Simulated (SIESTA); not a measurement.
The system is PbF2 (Fluorocronite).

```
CELL_PARAMETERS angstrom
0.00000 2.96366 2.96366
2.96366 0.00000 2.96366
2.96366 2.96366 0.00000
ATOMIC_POSITIONS crystal
Pb 0.00000 0.00000 0.00000
F 0.75000 0.75000 0.75000
F 0.25000 0.25000 0.25000
```

Program: SIESTA 5.4.2. Alike in all runs: task band structure; no spin polarisation; cell as given; k mesh 8 × 8 × 8; smearing fermi-dirac 0.05 eV; grid cutoff 800 Ry; energy shift 0.003 Ry.

Q: Order these runs on this cell by their pressure, lowest first.
A. level LDA; potentials or basis PseudoDojo 0.4 standard (LDA files), DZP (energy shift 0.003 Ry; two zetas on semicore shells)
B. level AM05; potentials or basis PseudoDojo 0.4 standard (PBEsol files), DZP (energy shift 0.003 Ry; two zetas on semicore shells)
C. level BLYP; potentials or basis PseudoDojo 0.4 standard (PBE files), DZP (energy shift 0.003 Ry; two zetas on semicore shells)
D. level PBEsol; potentials or basis PseudoDojo 0.4 standard (PBEsol files), DZP (energy shift 0.003 Ry; two zetas on semicore shells)

A: A (-4.4 GPa), D (-0.9 GPa), B (1.6 GPa), C (5.4 GPa).

Caveats: the basis of atomic orbitals isn't converged, which shifts pressures, moduli and gaps; the potentials were made for another functional, which shifts forces and pressure (some runs).

Not every run made on this cell is shown here.
